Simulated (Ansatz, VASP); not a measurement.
Two plane-wave programs on MgO

The input INCAR:

```
SYSTEM = MgO
PREC = Accurate ; ENCUT = 520
EDIFF = 1E-6 ; ISMEAR = 0
SIGMA = 0.05 ; LREAL = .FALSE.
LASPH = .TRUE. ; NELM = 100
ALGO = Normal ; ISIF = 2
LWAVE = .FALSE. ; LCHARG = .FALSE.
GGA = PE ; NBANDS = 16
```

KPOINTS

```
regular mesh
0
G
  6 6 6
  0 0 0
```

POSCAR

```
MgO
1.0
    3.4863778627      0.0000000000      0.0000000000
   -1.7431889314      3.0645811732      0.0000000000
    0.0000000000      0.0000000000      4.1780412200
Mg O
2 2
Direct
    0.6666666667      0.3333333333      0.7500000000
    0.3333333333      0.6666666667      0.2500000000
    0.6666666667      0.3333333333      0.2500000000
    0.3333333333      0.6666666667      0.7500000000
```

Input for Ansatz:

```yaml
crystal:
  lattice:
    - [3.4863778627, 0.0, 0.0]
    - [-1.7431889314, 3.0645811732, 0.0]
    - [0.0, 0.0, 4.17804122]
  atoms:
    - { symbol: Mg, position: [0.6666666667, 0.3333333333, 0.75] }
    - { symbol: Mg, position: [0.3333333333, 0.6666666667, 0.25] }
    - { symbol: O, position: [0.6666666667, 0.3333333333, 0.25] }
    - { symbol: O, position: [0.3333333333, 0.6666666667, 0.75] }
basis:
  ecutwfc: 420
kpoints:
  mp_grid: { grid: [6, 6, 6] }
hamiltonian:
  xc: pbe
scf:
  occupations: { method: gaussian, width: 0.05 }
output:
  forces: true
  stress: true
  eigenvalues: true
```

Change from the starting cell: strain +0.0150 x Voigt [0, 1, 0, 0, 0, 0], atoms carried along.

Alike in both runs: task single point; functional PBE; k mesh 6 × 6 × 6; occupations gaussian, width 0.05 eV; no spin polarisation.

```csv
,VASP,Ansatz
version,VASP 6.6.1,Ansatz 0.2.0
potentials or method,"VASP PAW PBE potentials, release 64 (Mg, O)","scalar-relativistic, plane waves, PAW"
plane-wave cutoff (eV),520,420
valence electrons in the cell,16,32
```

VASP gave:

- gap on the k mesh at the Fermi level (eV): 3.37
- least direct gap on the mesh (eV): 3.37
- pressure (GPa): 2.0
- largest component of the traceless stress (GPa): 1.93
- rms of the force components (eV/Å): 0.067

Problem. Estimate Ansatz's values.

Solution. gap on the k mesh at the Fermi level (eV): 3.39; least direct gap on the mesh (eV): 3.39; pressure (GPa): 2.6; largest component of the traceless stress (GPa): 1.95; rms of the force components (eV/Å): 0.066.

Atom by atom the forces differ by 0.001 eV/Å (rms over components). The two sets of potentials don't hold the same shells in valence.
